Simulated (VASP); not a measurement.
# InAs (F-43m) in VASP: settings compared, part 2 of 2

VASP 6.6.1.

## (4) Relaxation of cell and atoms, PBE

The input, INCAR:

```
SYSTEM = InAs
PREC = Accurate
ENCUT = 520
EDIFF = 1E-6
ISMEAR = 0
SIGMA = 0.03
LREAL = .FALSE.
LASPH = .TRUE.
NELM = 80
ALGO = Fast
ISIF = 3
LWAVE = .FALSE.
LCHARG = .FALSE.
GGA = PE
IBRION = 2
NSW = 40
EDIFFG = -0.01
```

The input, KPOINTS:

```
Automatic mesh
0
G
  8 8 8
  0 0 0
```

The input, POSCAR:

```
InAs
1.0
    0.0000000000      3.0290000000      3.0290000000
    3.0290000000      0.0000000000      3.0290000000
    3.0290000000      3.0290000000      0.0000000000
In As
1 1
Direct
    0.0000000000      0.0000000000      0.0000000000
    0.2500000000      0.2500000000      0.2500000000
```

Potentials or basis: VASP PAW PBE potentials, release 64 (In_d, As).

Launch:

```
$ cat potpaw_PBE.64/In_d/POTCAR potpaw_PBE.64/As/POTCAR > POTCAR
$ mpirun -np 1 vasp_std > vasp.out
```

OUTCAR:

```text
SYSTEM = InAs
   PREC = Accurate
   ENCUT = 520
   EDIFF = 1E-6
   ISMEAR = 0
   LREAL = .FALSE.
   LASPH = .TRUE.
   NELM = 80
   ISIF = 3
   GGA = PE
   IBRION = 2
   NSW = 40
   EDIFFG = -0.01

 ion  position               nearest neighbor table
   1  0.000  0.000  0.000-   2 2.62   2 2.62   2 2.62   2 2.62
   2  0.250  0.250  0.250-   1 2.62   1 2.62   1 2.62   1 2.62

  LATTYP: Found a face centered cubic cell.
 ALAT       =     6.0580000000

  Lattice vectors:

 A1 = (   0.0000000000,   3.0290000000,   3.0290000000)
 A2 = (   3.0290000000,   0.0000000000,   3.0290000000)
 A3 = (   3.0290000000,   3.0290000000,   0.0000000000)

Analysis of symmetry for initial positions (statically):
=====================================================================
 Subroutine PRICEL returns:
 Original cell was already a primitive cell.

 Routine SETGRP: Setting up the symmetry group for a
 face centered cubic supercell.

 Subroutine GETGRP returns: Found 24 space group operations
 (whereof 24 operations were pure point group operations)
 out of a pool of 48 trial point group operations.

The static configuration has the point symmetry T_d .

Analysis of symmetry for dynamics (positions and initial velocities):
=====================================================================
 Subroutine PRICEL returns:
 Original cell was already a primitive cell.

 Routine SETGRP: Setting up the symmetry group for a
 face centered cubic supercell.

[... 151 lines left out ...]
  ext. energy  EPLUGINS =         0.00000000
  ---------------------------------------------------
  free energy    TOTEN  =        -7.67645858 eV

  energy without entropy =       -7.67636819  energy(sigma->0) =       -7.67641339

 E-fermi :   4.4627     XC(G=0):  -9.0686

 val. band max:        4.4535548456   @ k =   0.0000   0.0000   0.0000
 cond. band min:       5.3981783672   @ k =   0.5000   0.0000   0.0000
 fundamental gap:      0.9446235216
 Fermi energy:         4.4626918379

 k-point     1 :       0.0000    0.0000    0.0000
  band No.  band energies     occupation
      1      -9.9286      2.00000
      2      -9.9286      2.00000
      3      -9.9286      2.00000
      4      -9.8050      2.00000
      5      -9.8050      2.00000
      6      -7.3725      2.00000
      7       4.2299      2.00000
      8       4.4536      1.33334
      9       4.4536      1.33333
     10       4.4536      1.33333
     11       8.3582      0.00000
     12       8.3582      0.00000
     13       8.3582      0.00000
[... 439 lines left out ...]
--------------------------------------- Ionic step        3  -------------------------------------------

 number of electron      18.0000010 magnetization

 Free energy of the ion-electron system (eV)
  ---------------------------------------------------
  ext. energy  EPLUGINS =         0.00000000
  ---------------------------------------------------
  free energy    TOTEN  =        -7.71563163 eV

  energy without entropy =       -7.71554124  energy(sigma->0) =       -7.71558644

 E-fermi :   3.8444     XC(G=0):  -8.7918

 val. band max:        3.8352559537   @ k =   0.0000   0.0000   0.0000
 cond. band min:       4.6447577700   @ k =   0.5000   0.0000   0.0000
 fundamental gap:      0.8095018162
 Fermi energy:         3.8443929260

 k-point     1 :       0.0000    0.0000    0.0000
  band No.  band energies     occupation
      1     -10.4329      2.00000
      2     -10.4329      2.00000
      3     -10.4329      2.00000
      4     -10.3334      2.00000
      5     -10.3334      2.00000
      6      -7.6016      2.00000
      7       3.2883      2.00000
      8       3.8353      1.33334
      9       3.8353      1.33334
     10       3.8353      1.33333
     11       7.7067      0.00000
     12       7.7067      0.00000
     13       7.7067      0.00000
[... 397 lines left out ...]
  FREE ENERGIE OF THE ION-ELECTRON SYSTEM (eV)
  ---------------------------------------------------
  free  energy   TOTEN  =        -7.7156316296 eV

  energy  without entropy=       -7.7155412415  energy(sigma->0) =       -7.71558644

 reached required accuracy - stopping structural energy minimisation
```

OSZICAR:

```text
N       E                     dE             d eps       ncg     rms          rms(c)
DAV:   1     0.115262920201E+03    0.11526E+03   -0.85705E+03   754   0.148E+03
DAV:   2     0.797424946475E+00   -0.11447E+03   -0.11049E+03   779   0.331E+02
DAV:   3    -0.772677497761E+01   -0.85242E+01   -0.84058E+01   984   0.924E+01
[... 39 lines left out ...]
RMM:   9    -0.771564683909E+01   -0.77411E-05   -0.85463E-05   856   0.104E-01    0.556E-01
RMM:  10    -0.771562715089E+01    0.19688E-04   -0.57678E-05   782   0.541E-02    0.202E-01
RMM:  11    -0.771562975933E+01   -0.26084E-05   -0.16027E-05   786   0.338E-02    0.125E-01
RMM:  12    -0.771563133955E+01   -0.15802E-05   -0.37238E-06   603   0.177E-02    0.464E-02
RMM:  13    -0.771563162962E+01   -0.29008E-06   -0.83330E-07   503   0.104E-02
   3 F= -.77156316E+01 E0= -.77155864E+01  d E =-.391730E-01
```

Wall time 97 s (1 thread of AMD EPYC 7R43 (Zen 3), shared host); peak memory 0.16 GiB.

What came out:

```
Free energy                            : -7.7156 eV
Relaxed volume                         : 29.62 Å³/atom
Relaxed cell                           : a = 4.376 Å, b = 4.376 Å, c = 4.376 Å, α = 60.00°, β = 60.00°, γ = 60.00°
Space group after relaxing (to 0.05 Å) : F-43m (No. 216)
Energy gained by relaxing              : 19.6 meV/atom
Ionic steps                            : 3
Pressure after relaxing                : 0.0 GPa
Band gap on the k mesh                 : none (metal or under the smearing width)
```

The path:
| step | energy change (eV) | largest force (eV/Å) | pressure (GPa) | volume (Å³) |
| --- | --- | --- | --- | --- |
| 1 | 0.0000 | 0.0000 | 3.67 | 55.58 |
| 2 | -0.0329 | 0.0000 | -1.16 | 60.87 |
| 3 | -0.0392 | 0.0000 | 0.03 | 59.24 |

Final structure:
```
In As
1.0
     0.00000    3.09408    3.09408
     3.09408    0.00000    3.09408
     3.09408    3.09408    0.00000
In As
1 1
Direct
  0.00000 0.00000 0.00000
  0.25000 0.25000 0.25000
```

Caveat: this crystal is a semiconductor, whose small gap the functional closes, so the metal is an error of the method.

## (5) Summary

```csv
level,potentials or basis,gap on the mesh (eV),pressure (GPa),relaxed volume (Å³/atom)
LDA,"VASP PAW LDA potentials, release 64 (In_d, As)",none,0.0,27.42
PBEsol,"VASP PAW PBE potentials, release 64 (In_d, As)",none,0.0,28.24
PBE,"VASP PAW PBE potentials, release 64 (In_d, As)",none,0.0,29.62
```

Alike in all rows: task relaxation of cell and atoms; no spin polarisation; cell relaxed; k mesh 8 × 8 × 8; cutoff (eV) 520; smearing gaussian 0.03 eV.

Caveats: this crystal is a semiconductor, whose small gap the functional closes, so the metal is an error of the method; the PAW data sets were made with another functional, which shifts forces and pressure a little (some runs).

Total energies depend on the potentials used, so only differences within one code and one set of settings carry meaning.
